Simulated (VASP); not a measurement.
# KF: forms and broadenings of the independent-particle spectrum

KF, Pm-3m (no. 221), 2 atoms in the cell. PBE, independent-particle dielectric function; PAW potentials K_sv, F (PBE set).

## Input

INCAR.step1:
```
PREC = Accurate ; ENCUT = 460
ISMEAR = 0 ; SIGMA = 0.02
EDIFF = 1E-8 ; LASPH = True
KPAR = 4 ; LWAVE = False
LCHARG = False ; LEPSILON = True
```

INCAR.step2, as INCAR.step1 but for:
```
- LWAVE = False
- LEPSILON = True
+ LWAVE = True
+ NBANDS = 40
```

INCAR.step3:
```
PREC = Accurate ; ENCUT = 460
ISMEAR = 0 ; SIGMA = 0.02
EDIFF = 1E-7 ; LASPH = True
KPAR = 4 ; LWAVE = False
LCHARG = False ; LOPTICS = True
NBANDS = 40 ; NEDOS = 2000
CSHIFT = 0.1 ; ALGO = None
NELM = 1 ; ISTART = 1
```

INCAR.step4, as INCAR.step3 but for:
```
+ LNABLA = True
```

INCAR.step5, as INCAR.step4 but for:
```
- LNABLA = True
+ LPEAD = True
+ IPEAD = 2
```

INCAR.step6, as INCAR.step5 but for:
```
- IPEAD = 2
+ IPEAD = 3
```

INCAR.step7 changes the same tag again: IPEAD = 4.

INCAR.step8, as INCAR.step7 but for:
```
- CSHIFT = 0.1
- LPEAD = True
- IPEAD = 4
+ CSHIFT = 0.2
```

INCAR.step9, as INCAR.step8 but for:
```
- CSHIFT = 0.2
+ CSHIFT = 0.05
```

INCAR.step10 changes the same tag again: CSHIFT = 0.3.

INCAR.step11, as INCAR.step10 but for:
```
- ISMEAR = 0
- CSHIFT = 0.3
+ ISMEAR = -5
+ CSHIFT = 0.1
```

INCAR.step12, as INCAR.step11 but for:
```
- ISMEAR = -5
- SIGMA = 0.02
+ ISMEAR = 0
+ SIGMA = 0.2
```

INCAR.step13, as INCAR.step12 but for:
```
- SIGMA = 0.2
+ SIGMA = 0.02
+ OMEGAMAX = 12
```

INCAR.step14, as INCAR.step13 but for:
```
- OMEGAMAX = 12
+ OMEGAMAX = 60
```

KPOINTS:
```
k-points
0
Gamma
  12 12 12
```

POSCAR:
```
KF
1.0
    3.2589550000      0.0000000000      0.0000000000
    0.0000000000      3.2589550000      0.0000000000
    0.0000000000      0.0000000000      3.2589550000
K F
1 1
Direct
    0.0000000000      0.0000000000      0.0000000000
    0.5000000000      0.5000000000      0.5000000000
```

Commands (each step's output is kept before the next begins):
```
cat potpaw_PBE.64/K_sv/POTCAR potpaw_PBE.64/F/POTCAR > POTCAR
cp INCAR.step1 INCAR
mpirun -np 4 vasp_std > vasp.out
rm WAVECAR CHG
cp INCAR.step2 INCAR
mpirun -np 4 vasp_std > vasp.out
cp INCAR.step3 INCAR
mpirun -np 4 vasp_std > vasp.out
cp INCAR.step4 INCAR
mpirun -np 4 vasp_std > vasp.out
cp INCAR.step5 INCAR
mpirun -np 4 vasp_std > vasp.out
cp INCAR.step6 INCAR
mpirun -np 4 vasp_std > vasp.out
cp INCAR.step7 INCAR
mpirun -np 4 vasp_std > vasp.out
cp INCAR.step8 INCAR
mpirun -np 4 vasp_std > vasp.out
cp INCAR.step9 INCAR
mpirun -np 4 vasp_std > vasp.out
cp INCAR.step10 INCAR
mpirun -np 4 vasp_std > vasp.out
cp INCAR.step11 INCAR
mpirun -np 4 vasp_std > vasp.out
cp INCAR.step12 INCAR
mpirun -np 4 vasp_std > vasp.out
cp INCAR.step13 INCAR
mpirun -np 4 vasp_std > vasp.out
cp INCAR.step14 INCAR
mpirun -np 4 vasp_std > vasp.out
```

## Result

- Direct gap on the mesh (eV): 6.31
- Gap on the mesh (eV): 6.26
- Bands: 40

One ground state, settings moved in the last step alone:

| Settings | ε at zero frequency | Mean energy of the absorption, weighted by Im ε (eV) | Time (s) |
|---|---|---|---|
| longitudinal form, CSHIFT 0.1 | 2.22 | 14.00 | 3 |
| transversal form (LNABLA) | 2.18 | 14.05 | 3 |
| finite differences (LPEAD), order 2 | 2.22 | 14.00 | 5 |
| finite differences (LPEAD), order 3 | 2.22 | 14.00 | 6 |
| finite differences (LPEAD), order 4 | 2.22 | 14.00 | 7 |
| CSHIFT 0.2 | 2.22 | 13.96 | 3 |
| CSHIFT 0.05 | 2.22 | 14.02 | 3 |
| CSHIFT 0.3 | 2.22 | 13.92 | 3 |
| tetrahedron method | 2.22 | 14.03 | 3 |
| SIGMA 0.2 | 2.22 | 14.00 | 4 |
| OMEGAMAX 12, which cuts the spectrum short | 1.43 | – | 3 |
| OMEGAMAX 60 | 2.22 | 14.00 | 3 |

The mean energy covers the spectrum up to 20 eV.

On the same mesh, density-functional perturbation theory with local fields gives ε = 2.13.

VASP 6.6.1 took 144 s on 4 cores (Intel Xeon Platinum 8488C (Sapphire Rapids)), a shared host.
